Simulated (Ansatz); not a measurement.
Start of a relaxation of In₃GaAs₄:

```
In Ga As
1.0
     4.06902    0.00000    0.00000
     0.00000    4.06902    0.00000
     0.00000    0.00000   11.50894
In Ga As
3 1 4
Direct
  0.00000 0.00000 0.75000
  0.00000 0.00000 0.25000
  0.50000 0.50000 0.00000
  0.50000 0.50000 0.50000
  0.50000 0.00000 0.37500
  0.00000 0.50000 0.12500
  0.50000 0.00000 0.87500
  0.00000 0.50000 0.62500
```

Computed with Ansatz, DFT PBE, scalar-relativistic, plane waves, PAW. Cutoff 420 eV, Gaussian smearing, Γ-centred meshes. Cell and atoms relax first on a coarse mesh and then on a finer one. In between, the cell is made exact in the group found at 0.06 Å. In metals the finer mesh still leaves noise of several meV/atom or more. The steps can't lower the symmetry of their start. No spin polarisation.

A guess keeps its type if space group and coordination stay and the shape of the cell changes little (axis ratios within about 15 %, angles within 6°); the volume may change.

Question: Does this structure survive the relaxation?

Answer: It keeps its type. The symmetry stays P-4m2 (No. 115). The volume per atom grows by 17.9 %, from 23.8 to 28.1 Å³. The shortest distance goes from 2.49 Å (Ga–As and In–As) to 2.54 Å (Ga–As). The ratio c/a of the conventional cell changes by a factor of 1.01. Counting neighbours within 15 % of an atom's shortest distance, the start has As 4, Ga 4, In 4 and the end As 4, Ga 4, In 4.

Formation energies are uncorrected and refer to the elements' standard structures at the same level.

Question: At what energy does it end?

Answer: −0.26 eV/atom. It lies below the elements, which doesn't yet make it stable against other compounds or structures.

The last run used a 10×10×4 mesh (in the run's order of axes) for its 8-atom cell and Gaussian smearing of 0.10 eV. The reference form of As is held partly by dispersion forces, which this level lacks. Symmetry constrained the relaxation, so the result can be a saddle point.
